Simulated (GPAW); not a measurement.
The system is Ru.

```
Ru
1.0
     2.70580    0.00000    0.00000
    -1.35290    2.34329    0.00000
     0.00000    0.00000    4.28190
Ru
2
Direct
  0.66667 0.33333 0.75000
  0.33333 0.66667 0.25000
```

Base run:

```yaml
Program: GPAW 26.7.0
Functional: revTPSS
Potentials_or_basis: GPAW PAW data sets (gpaw-data 1.2.1)
Cutoff: 600 eV
Basis: pw
k_mesh: 8 × 8 × 5
Occupations: fermi-dirac, width 0.05 eV
Spin: spin-orbit coupling, no magnetisation
```

Its results: pressure -6.1 GPa.

Problem. The run is repeated on the same cell with these changes: functional from revTPSS to SCAN; band points from 80 to 60. What comes out?

Solution. Pressure -5.4 GPa.

Caveats: spin-orbit coupling was added after a scalar SCF, so levels and gaps hold it while energy, forces, pressure and moments don't; the PAW data sets were made with another functional, which shifts forces and pressure a little.
